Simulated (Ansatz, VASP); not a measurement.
**H in VASP and in Ansatz**

```
H
1.0
     6.78242    0.00000    0.00000
     0.00000    6.78242    0.00000
     0.00000    0.00000    6.78242
H
16
Cartesian
  2.4633 5.1391 2.5824
  2.5481 4.6871 1.9917
  2.0500 2.9632 3.5245
  1.6235 2.4410 3.2069
  6.5384 0.7208 0.6956
  6.8297 0.6958 0.0079
  0.6287 0.1088 4.7017
  0.1917 0.5111 4.2471
  2.5306 2.2298 6.1051
  2.5525 2.1647 5.3606
  2.5592 0.5721 3.0448
  3.2240 0.8383 2.8355
  6.7814 3.7222 0.6059
  6.8876 3.7850 -0.1262
  5.3475 5.0385 1.5022
  5.0931 4.9164 0.8148
```

Alike in both runs: functional PBE; dispersion D3(BJ); k mesh 1 × 1 × 1; occupations fermi-dirac, width 0.02 eV; no spin polarisation.

Ansatz relaxed the structure, and its values are those at the end. VASP's run is a single point on that final structure, the one shown.

|  | VASP | Ansatz |
| --- | --- | --- |
| version | VASP 6.6.1 | Ansatz 0.2.0 |
| potentials or method | VASP PAW PBE potentials, release 64 (H) | scalar-relativistic, plane waves, PAW |
| plane-wave cutoff (eV) | 520 | 420 |
| valence electrons in the cell | 16 | 16 |

|  | VASP | Ansatz | Ansatz less VASP |
| --- | --- | --- | --- |
| gap on the k mesh at the Fermi level (eV) | 8.81 | 8.81 | +0.001 |
| rms of the force components (eV/Å) | 0.088 | 0.091 | +0.0034 |
| dispersion energy (meV/atom) | -11.5 | -11.5 | 0.00 |

Ansatz warned: «xc_potential_rough_in_thin_density».

As with any semilocal functional, this PBE gap is likely too small.
